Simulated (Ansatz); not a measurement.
Runs of Ansatz 0.2.0 on Ge. It takes space group I4/mmm (No. 139, tetragonal). The conventional cell has a = 3.217 Å, b = 3.217 Å, c = 3.746 Å, α = 90.00°, β = 90.00°, γ = 90.00°. Around Ge (site symmetry 4/mmm) lie 12 Ge at 2.95 to 3.22 Å. The cell was built by a generator and needn't be a form met in nature.

```csv
task,level,spin,cell,k mesh,smearing,points for each segment of the path,gap on the mesh (eV),pressure (GPa),relaxed volume (Å³/atom)
band structure,RPBE,off,as given,12 × 12 × 12,fermi-dirac 0.05 eV,14,none,2.2,-
relaxation of cell and atoms,PBE+D3(BJ),off,relaxed,12 × 12 × 12,fermi-dirac 0.05 eV,-,none,0.0,18.64
single point,PBE,off,as given,12 × 12 × 12,gaussian 0.018 eV,-,none,0.8,-
single point,PBE,off,as given,12 × 12 × 12,gaussian 0.013 eV,-,none,0.9,-
single point,PBE,off,as given,12 × 12 × 12,gaussian 0.028 eV,-,none,0.8,-
relaxation of cell and atoms,PBEsol,off,relaxed,12 × 12 × 12,fermi-dirac 0.05 eV,-,none,0.0,(a)
band structure,LDA,"SOC, no magnetisation",as given,9 × 9 × 9,fermi-dirac 0.05 eV,14,none,-5.1,-
single point,PBE,off,as given,12 × 12 × 12,gaussian 0.015 eV,-,none,0.9,-
```

Alike in all rows: potentials or basis Ansatz PAW; cutoff (eV) 420.

**Question.** Fill in the values left out.

**Answer.** (a) 18.48.

Caveats: the PAW data sets come from PBE, with cores solved anew for the run's functional, which leaves a small shift of forces and pressure (some runs); the plane-wave basis is chosen anew once the cell has moved, so the energies of steps on either side of that aren't comparable (some runs); pairwise dispersion overbinds metals, which lowers pressure and volume (some runs).

A k mesh can miss the band edges, and rows without SOC leave out spin-orbit coupling on Ge.

A gap of «none» marks a metal or a gap under the smearing width.
